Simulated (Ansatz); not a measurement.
Deforming CdS

```yaml
crystal:
  lattice:
    - [0.00000, 2.94295, 2.94295]
    - [2.94295, 0.00000, 2.94295]
    - [2.94295, 2.94295, 0.00000]
  atoms:
    - { symbol: Cd, position: [0.00000, 0.00000, 0.00000] }
    - { symbol: S, position: [0.75000, 0.75000, 0.75000] }
```

Atom numbers follow the list: Cd1, S2.

The cell is the one relaxed in the Materials Project (mp-2469), not relaxed further here; entries there can be hypothetical.

Level of theory: DFT, PBE, all-electron PAW with datasets made for the crystal, scalar-relativistic (Ansatz 0.2.0).

Numerical set-up: a Γ-centred 7×7×7 k mesh, Fermi–Dirac smearing of 0.02 eV, cutoff 260 eV (chosen by the program for this cell), no spin polarisation.

The unchanged cell is at 1.19 GPa.

Semilocal functionals give too small gaps.

x, y and z are the Cartesian axes of the cell as listed; fractional coordinates follow a strain, and an engineering shear is twice the off-diagonal strain component.

Vzz stands for the principal value of largest size of the field-gradient tensor, whatever its axis.

Spin–orbit coupling is left out, which moves gradients at and beside heavy atoms by some per cent and at worst by a factor of two.

Task: One change gave: energy change +5 meV/atom; stress change (xx, yy, zz, yz, xz, xy) 0.10, 0.10, 0.10, -0.94, -0.94, -0.94 GPa, compression positive; change of the force on S2 (0.107, 0.107, 0.107) eV/Å; Vzz in 10²¹ V/m²: Cd1 0 → 2.01 (η = 0.00), S2 0 → 0.42 (η = 0.00); gap on the k mesh 1.09 → 1.06 eV. Which change was it?
A. equal xy, yz and zx engineering shear strains of +2 %
B. equal xy, yz and zx engineering shear strains of -3 %
C. equal xy, yz and zx engineering shear strains of +3 %
D. equal xy, yz and zx engineering shear strains of +1 %
E. equal xy, yz and zx engineering shear strains of -1 %
F. equal xy, yz and zx engineering shear strains of -2 %

Result: A. For equal xy, yz and zx engineering shear strains of -3 %: energy change +11 meV/atom; stress change (xx, yy, zz, yz, xz, xy) 0.25, 0.25, 0.25, 1.61, 1.61, 1.61 GPa, compression positive; change of the force on S2 (-0.214, -0.214, -0.214) eV/Å; Vzz in 10²¹ V/m²: Cd1 0 → -3.09 (η = 0.00), S2 0 → -0.59 (η = 0.00); gap on the k mesh 1.09 → 1.02 eV. For equal xy, yz and zx engineering shear strains of -1 %: energy change +1 meV/atom; stress change (xx, yy, zz, yz, xz, xy) 0.03, 0.03, 0.03, 0.51, 0.51, 0.51 GPa, compression positive; change of the force on S2 (-0.063, -0.063, -0.063) eV/Å; Vzz in 10²¹ V/m²: Cd1 0 → -1.02 (η = 0.00), S2 0 → -0.20 (η = 0.00); gap on the k mesh 1.09 → 1.06 eV. For equal xy, yz and zx engineering shear strains of -2 %: energy change +5 meV/atom; stress change (xx, yy, zz, yz, xz, xy) 0.11, 0.11, 0.11, 1.04, 1.04, 1.04 GPa, compression positive; change of the force on S2 (-0.134, -0.134, -0.134) eV/Å; Vzz in 10²¹ V/m²: Cd1 0 → -2.05 (η = 0.00), S2 0 → -0.40 (η = 0.00); gap on the k mesh 1.09 → 1.04 eV. For equal xy, yz and zx engineering shear strains of +1 %: energy change +1 meV/atom; stress change (xx, yy, zz, yz, xz, xy) 0.03, 0.03, 0.03, -0.48, -0.48, -0.48 GPa, compression positive; change of the force on S2 (0.056, 0.056, 0.056) eV/Å; Vzz in 10²¹ V/m²: Cd1 0 → 1.01 (η = 0.00), S2 0 → 0.21 (η = 0.00); gap on the k mesh 1.09 → 1.07 eV. For equal xy, yz and zx engineering shear strains of +3 %: energy change +10 meV/atom; stress change (xx, yy, zz, yz, xz, xy) 0.22, 0.22, 0.22, -1.37, -1.37, -1.37 GPa, compression positive; change of the force on S2 (0.152, 0.152, 0.152) eV/Å; Vzz in 10²¹ V/m²: Cd1 0 → 3.00 (η = 0.00), S2 0 → 0.64 (η = 0.00); gap on the k mesh 1.09 → 1.04 eV.
